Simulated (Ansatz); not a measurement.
Ga: from a trial structure to a relaxed crystal

Method: Ansatz, DFT PBE, scalar-relativistic, plane waves, PAW. Cutoff 420 eV, Γ-centred k mesh, Gaussian smearing, no spin polarisation in the final step.

This is the end of a relaxation of cell and atoms.

```
CELL_PARAMETERS angstrom
2.47302 -1.48316 0.00000
2.47302 1.48316 0.00000
-0.88297 0.00000 2.61243
ATOMIC_POSITIONS crystal
Ga 0.00000 0.00000 0.50000
```

Energies count from the standard state of Ga at the same level.

Question: What space group does it have?

Answer: C2/m (No. 12). Conventional cell: a = 4.946 Å, b = 2.966 Å, c = 2.758 Å, β = 108.7°. Ga has 8 Ga at 2.76–2.97 Å and 4 Ga at 3.40 Å.

Question: How far above the standard state of Ga does it lie?

Answer: 0.02 eV/atom.

Question: Is it a metal?

Answer: Yes, bands cross the Fermi level on the 22×22×22 mesh.

The final run used a 22×22×22 mesh on its 1-atom cell and 0.10 eV smearing. For metals, differences of a few meV/atom aren't resolved. The cell came from a trial start, so Ga may not exist in this structure.